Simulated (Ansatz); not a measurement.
# Sb in Ansatz: reference runs

Aim: a first look at Sb with PBE, on the cell as given.

Program: Ansatz 0.2.0. These are calculated values, not measurements. Logs are shortened: lines on timing, memory, paths and dates and some standing lists are left out, and cuts for length are marked.

**1. The cell of the first run**

The cell holds a slab with vacuum, 8 atoms: a = 3.369 Å, b = 5.330 Å, c = 24.725 Å, α = 90.00°, β = 90.00°, γ = 90.00°.

**2. Single point, PBE (the (1 0 0) slab of Sb, cut from the database cell, not relaxed)**

Input file input.yaml:

```yaml
crystal:
  lattice:
    - [3.3690001795, 0.0, 0.0]
    - [0.0, 5.33, 0.0]
    - [0.0, 0.0, 24.7254658028]
  atoms:
    - { symbol: Sb, position: [0.0, 0.75, 0.3033309892] }
    - { symbol: Sb, position: [0.5000000001, 0.25, 0.3426647914] }
    - { symbol: Sb, position: [0.5, 0.75, 0.4213323957] }
    - { symbol: Sb, position: [1.0e-10, 0.25, 0.4606661978] }
    - { symbol: Sb, position: [0.0, 0.75, 0.5393338022] }
    - { symbol: Sb, position: [0.5000000001, 0.25, 0.5786676043] }
    - { symbol: Sb, position: [0.5, 0.75, 0.6573352086] }
    - { symbol: Sb, position: [1.0e-10, 0.25, 0.6966690108] }
hamiltonian:
  xc: pbe
  pseudopotentials: { kind: paw }
kpoints:
  mp_grid: { grid: [8, 5, 1] }
scf:
  occupations: { method: fermi_dirac, width: 0.05 }
output:
  forces: true
  eigenvalues: true
efield:
  axis: 3
  dipole_correction: true
  ramp_width: 0.04
```

Potentials or basis: Ansatz PAW.

Started as:

```console
> ansatz run input.yaml --threads 4 --pin off --max-ram 11264MiB --backend cpu --events-out ev --progress --plain --runs-dir out
```

The log of the run:

```text
Warning: RAYON_NUM_THREADS=4 ignored (pool sized by the plan → 4); use --threads N
Engine: ansatz 0.2.0, aarch64-unknown-linux-gnu
Pseudopotentials: kind: paw
Pseudopotential: Sb, paw, valence charge 15, recommended cutoff 420 eV (normal), Sb.paw.azcp
Functional definition: PBE
  parameter kappa = 0.804
  parameter beta = 0.06672455060314922
  exchange = pbe_x(kappa = kappa, mu = beta*pi^2/3)
  correlation = pbe_c(beta = beta)
Crystal: 8 atoms, lattice volume = 443.990 Å³
Basis set: ecut = 420 eV, 8717 PW (Γ), exchange–correlation on 48×72×360 points (8 copies of the dense FFT grid, shifted against one another)
Bands: 72, of which v1, the nominal top of the filled ones, is band 60 counted from 1 (59 counted from 0)
Symmetry: 4 space group operations
k-points: 15 of 40
Non-local potential: Sb, projectors of the file, l = 0: 2, l = 1: 2, l = 2: 2, l = 3: 2
PAW form: soft (Blöchl's): semilocal exchange-correlation on the pseudo side does not see the compensation charge
PAW one-centre angular grid: Sb, 590 points (default); XC on 64 Gauss nodes
Initial density: superposition of atomic densities (neutral atoms: chi_scale 0, normalization atom), corrected by the library's trained network
Initial wavefunctions: pseudopotential atomic-orbital guess
Functional: x = pbe(κ = 0.804, μ = 0.2195149727645171), c = pbe(β = 0.06672455060314922)
SCF iter   1: F=—  HF=-51873.008763 eV  |F-HF|=—  |Δ(HF+E_count)|=         —  Δρ=1.91e-3  dr2=2.08e-1  ethr=1.77e-3  p=-0.000 e·Å  D=-3.19e-14 V/Å  ΔV_dip=0.00 eV  dr2_dipole=4.13e-7  V_vac-E_F(+/−)=4.33/4.33 eV  ⟨swp⟩=10.9  Hψ=4813  notcnv=0  defer=6
efield: sawtooth ramp at fractional position 0.9800 (placed from the atoms, in the widest stretch of the axis that holds none; the zero of the levels goes with the place), width 0.0400; the density the first Hamiltonian is built on has a dipole p = -0.000 e·Å; the dipole correction subtracts the counter field D = -3.19e-14 V/Å, which shifts the + side's vacuum level by +0.00 eV against the − side's; the planar-averaged density in the ramp window peaks in size at 1.7e-5 e/Å³
preconditioner: auto → LDOS  [metal: Δε(μ)=0.035 eV  Ē_g=7.270 eV  σ=0.050 eV  W_gap=0.17  n_scr=64 (ndim 8)  ℏωp=11.1 eV  f_vac=0.477  D(μ)=6.93/eV (n_scr^D=30)  β→1.0]
SCF iter   2: F=—  HF=-51872.996677 eV  |F-HF|=—  |Δ(HF+E_count)|=   1.21e-2  Δρ=1.00e-3  dr2=6.88e-3  ethr=1.73e-4  p=0.000 e·Å  D=2.94e-5 V/Å  ΔV_dip=-0.00 eV  dr2_dipole=3.70e-7  V_vac-E_F(+/−)=4.27/4.27 eV  ⟨swp⟩=2.3  Hψ=1401  notcnv=0  defer=38
SCF iter   3: F=—  HF=-51872.995924 eV  |F-HF|=—  |Δ(HF+E_count)|=   7.53e-4  Δρ=6.39e-4  dr2=4.90e-3  ethr=5.73e-6  p=0.000 e·Å  D=2.18e-6 V/Å  ΔV_dip=-0.00 eV  dr2_dipole=1.11e-9  V_vac-E_F(+/−)=4.26/4.26 eV  ⟨swp⟩=2.0  Hψ=2010  notcnv=0  defer=38
SCF iter   4: F=—  HF=-51872.995103 eV  |F-HF|=—  |Δ(HF+E_count)|=   8.21e-4  Δρ=1.10e-4  dr2=6.83e-5  ethr=4.08e-6  p=0.000 e·Å  D=2.59e-6 V/Å  ΔV_dip=-0.00 eV  dr2_dipole=4.87e-10  V_vac-E_F(+/−)=4.25/4.25 eV  ⟨swp⟩=2.0  Hψ=1940  notcnv=0  defer=38
SCF iter   5: F=—  HF=-51872.995085 eV  |F-HF|=—  |Δ(HF+E_count)|=   1.81e-5  Δρ=4.18e-5  dr2=3.03e-5  ethr=5.69e-8  p=0.000 e·Å  D=1.17e-6 V/Å  ΔV_dip=-0.00 eV  dr2_dipole=1.73e-10  V_vac-E_F(+/−)=4.25/4.25 eV  ⟨swp⟩=2.5  Hψ=1960  notcnv=0  defer=38
SCF iter   6: F=—  HF=-51872.995084 eV  |F-HF|=—  |Δ(HF+E_count)|=   9.16e-7  Δρ=1.69e-5  dr2=5.40e-6  ethr=2.53e-8  p=0.000 e·Å  D=8.40e-7 V/Å  ΔV_dip=-0.00 eV  dr2_dipole=6.42e-12  V_vac-E_F(+/−)=4.25/4.25 eV  ⟨swp⟩=2.0  Hψ=1100  notcnv=0  defer=38
SCF iter   7: F=—  HF=-51872.995084 eV  |F-HF|=—  |Δ(HF+E_count)|=   2.01e-9  Δρ=5.47e-6  dr2=4.28e-7  ethr=4.50e-9  p=0.000 e·Å  D=2.13e-7 V/Å  ΔV_dip=-0.00 eV  dr2_dipole=2.41e-13  V_vac-E_F(+/−)=4.25/4.25 eV  ⟨swp⟩=2.0  Hψ=1244  notcnv=0  defer=38
SCF iter   8: F=-51872.995084 eV  HF=-51872.995084 eV  |F-HF|=2.34e-8  |Δ(HF+E_count)|=   5.22e-8  Δρ=1.76e-6  dr2=3.50e-8  ethr=8.33e-11  p=0.000 e·Å  D=6.66e-8 V/Å  ΔV_dip=-0.00 eV  dr2_dipole=4.01e-13  V_vac-E_F(+/−)=4.25/4.25 eV  ⟨swp⟩=12.5  Hψ=4745  notcnv=0
SCF 1 converged in 8 iterations: F = -51872.995084 eV  dr2 = 3.50e-8
SCF converged after 8 iterations
Free energy (F): -51872.995084 eV
Harris-Foulkes:  -51872.995084 eV  (|F-HF|=2.34e-8)
Internal energy: -51872.939778 eV  (E = F + TS)
E sigma→0 (E₀):  -51872.967431 eV
Entropy (-TS):   -0.055306 eV (-6.913 meV/atom)
Fermi energy:    3.489981 eV
Dipole field:    D = -0.000001 V/Å  (p = -0.000001 e·Å, saw-weighted, corrected)
Work function:   Φ+ = 4.2477 eV   Φ− = 4.2477 eV
Levels:          The Fermi level and band energies are counted from a zero that moves with the ramp; work functions are not
--- Per-component energies (eV) ---
  E_band       = -2134.114734
  E_kinetic    = 1650.821822
  E_local      = -96903.735193  (includes V_loc(G=0)·N_el)
  E_nonlocal   = 2891.301302
  E_hartree    = 47468.787807
  E_xc         = -1106.655630
  E_vxc        = -768.419087  (∫ρ·V_xc dr)
  E_paw        = -36595.066872  (= ΣΔE_a)
  E_vpaw       = -3941.612078  (= ΣTr[D̂ρ^β])
  E_aug_tail   = -0.000012  (compensation charges beyond the density's cutoff)
  E_efield     = 0.000000  (sawtooth field / dipole correction)
  E_vefield    = 0.000000  (∫n·V_field dr)
  E_ewald      = 30721.606999
  E_smearing   = -0.055306  (= −TS)
  E_closure    = 0.000000  (closes the sum)
  Σ components = -51872.995084   (vs F -51872.995084, Δ=0.00e0)
--- Forces (eV/Å), atoms counted from 1 ---
  atom   1  Sb     0.00000000     0.00000000     0.38474429
  atom   2  Sb     0.00000000     0.00000000    -0.27784012
  atom   3  Sb     0.00000000     0.00000000    -0.62453904
  atom   4  Sb     0.00000000     0.00000000    -0.22596999
  atom   5  Sb     0.00000000     0.00000000     0.22596999
  atom   6  Sb     0.00000000     0.00000000     0.62453879
  atom   7  Sb     0.00000000     0.00000000     0.27784023
  atom   8  Sb     0.00000000     0.00000000    -0.38474391
  max |Σ_I F_I| component: 2.43e-7 eV/Å
--- Band table (eV; the first three rows and the last of 15) ---
  k-point 0: bands = ["-25.9206", "-25.9115", "-25.8950", "-25.8949", "-25.8916", "-25.8911", "-25.8862", "-25.8833", "-25.8781", "-25.8745", "-25.8706", "-25.8697", "-25.8687", "-25.8625", "-25.8593", "-25.8530", "-25.8340", "-25.8335", "-25.8318", "-25.8260", "-25.8250", "-25.8224", "-25.8101", "-25.8050", "-25.8046", "-25.8044", "-25.8003", "-25.7990", "-25.7834", "-25.7809", "-25.6858", "-25.6858", "-25.6391", "-25.6391", "-25.6228", "-25.6228", "-25.6164", "-25.6164", "-25.6129", "-25.6128", "-9.4517", "-8.7311", "-7.6906", "-6.5833", "-5.2512", "-4.7072", "-4.3201", "-4.1686", "-2.2268", "-1.4862", "-0.5412", "-0.4297", "0.0982", "0.6484", "1.7726", "1.8714", "3.8321", "3.8397", "4.0980", "4.1846", "4.5580", "5.5317", "5.7508", "5.8180", "6.4403", "6.6373", "7.4264", "7.4806", "7.6554", "7.7511", "8.0171", "8.0614"]
  k-point 1: bands = ["-25.9178", "-25.9109", "-25.9014", "-25.8983", "-25.8896", "-25.8891", "-25.8883", "-25.8853", "-25.8806", "-25.8756", "-25.8717", "-25.8673", "-25.8668", "-25.8606", "-25.8499", "-25.8444", "-25.8366", "-25.8318", "-25.8306", "-25.8265", "-25.8244", "-25.8209", "-25.8117", "-25.8098", "-25.8088", "-25.8038", "-25.8031", "-25.7990", "-25.7837", "-25.7816", "-25.6861", "-25.6861", "-25.6414", "-25.6414", "-25.6218", "-25.6218", "-25.6154", "-25.6154", "-25.6124", "-25.6124", "-9.2381", "-8.5205", "-7.4885", "-6.4033", "-6.2033", "-5.5753", "-4.8055", "-4.5005", "-1.3305", "-0.8589", "-0.5402", "-0.2973", "0.6787", "1.6533", "1.7411", "2.1468", "3.5148", "3.7543", "4.0639", "4.7758", "5.1760", "5.7351", "5.7871", "5.9921", "6.6011", "6.6183", "6.8659", "7.4070", "7.4801", "7.6497", "7.7452", "7.9031"]
  k-point 2: bands = ["-25.9119", "-25.9095", "-25.9063", "-25.9036", "-25.8959", "-25.8959", "-25.8821", "-25.8813", "-25.8787", "-25.8776", "-25.8714", "-25.8672", "-25.8638", "-25.8628", "-25.8362", "-25.8338", "-25.8330", "-25.8310", "-25.8284", "-25.8252", "-25.8237", "-25.8204", "-25.8174", "-25.8161", "-25.8128", "-25.8108", "-25.8040", "-25.8006", "-25.7840", "-25.7832", "-25.6865", "-25.6865", "-25.6450", "-25.6450", "-25.6201", "-25.6201", "-25.6139", "-25.6139", "-25.6118", "-25.6118", "-8.6009", "-7.8961", "-7.5562", "-6.9507", "-6.8098", "-5.9952", "-5.8005", "-5.1098", "-1.4603", "-0.8261", "0.3559", "0.9699", "1.6928", "1.9473", "3.1236", "3.5409", "3.8866", "4.4485", "4.6923", "4.7165", "5.0805", "5.4073", "5.7249", "5.8941", "5.9212", "6.2272", "6.2995", "6.4091", "6.5861", "7.1131", "7.2220", "7.8187"]
  k-point 14: bands = ["-25.9111", "-25.9099", "-25.9071", "-25.9070", "-25.8886", "-25.8881", "-25.8873", "-25.8869", "-25.8689", "-25.8671", "-25.8659", "-25.8525", "-25.8501", "-25.8425", "-25.8401", "-25.8363", "-25.8348", "-25.8340", "-25.8304", "-25.8270", "-25.8160", "-25.8134", "-25.8027", "-25.8012", "-25.8003", "-25.7978", "-25.7895", "-25.7880", "-25.7714", "-25.7710", "-25.6608", "-25.6608", "-25.6325", "-25.6325", "-25.6296", "-25.6295", "-25.6205", "-25.6205", "-25.5958", "-25.5958", "-5.6591", "-5.6501", "-5.4406", "-4.9270", "-4.8339", "-4.7451", "-4.6914", "-4.6439", "-1.8170", "-1.7266", "-1.3531", "-1.1682", "-0.9655", "-0.7029", "-0.5214", "-0.2552", "1.9813", "2.0910", "2.5341", "2.8516", "3.5525", "3.9278", "4.0063", "4.4408", "4.9293", "5.0106", "5.1172", "5.3766", "5.8636", "6.1822", "6.6463", "6.7854"]
```

Run time: 12 s. Hardware: 4 threads of Arm Neoverse V1, shared host; peak memory 1 GiB.

What came out:

- Free energy: -51872.9951 eV
- Largest force: 0.625 eV/Å
- Band gap on the k mesh: none (metal or under the smearing width)
- Work function of the upper face: 4.25 eV
- Work function of the lower face: 4.25 eV
- Dipole across the slab: 0.000 e·Å

Forces in eV/Å, atoms in the order of the input:
```
Sb   0.000  0.000  0.385
Sb   0.000  0.000 -0.278
Sb   0.000  0.000 -0.625
Sb   0.000  0.000 -0.226
Sb   0.000  0.000  0.226
Sb   0.000  0.000  0.625
Sb   0.000  0.000  0.278
Sb   0.000  0.000 -0.385
```

Levels at points of the mesh, in eV from the Fermi level:
```tsv
k point	band 56	band 57	band 58	band 59	band 60	band 61	band 62	band 63	band 64	band 65
(0.00, 0.00, 0.00)	-1.62	0.34	0.35	0.61	0.69	1.07	2.04	2.26	2.33	2.95
(-0.50, 0.00, 0.00)	-2.62	-2.60	-2.43	-2.42	-0.83	-0.79	-0.68	-0.63	-0.47	-0.13
```
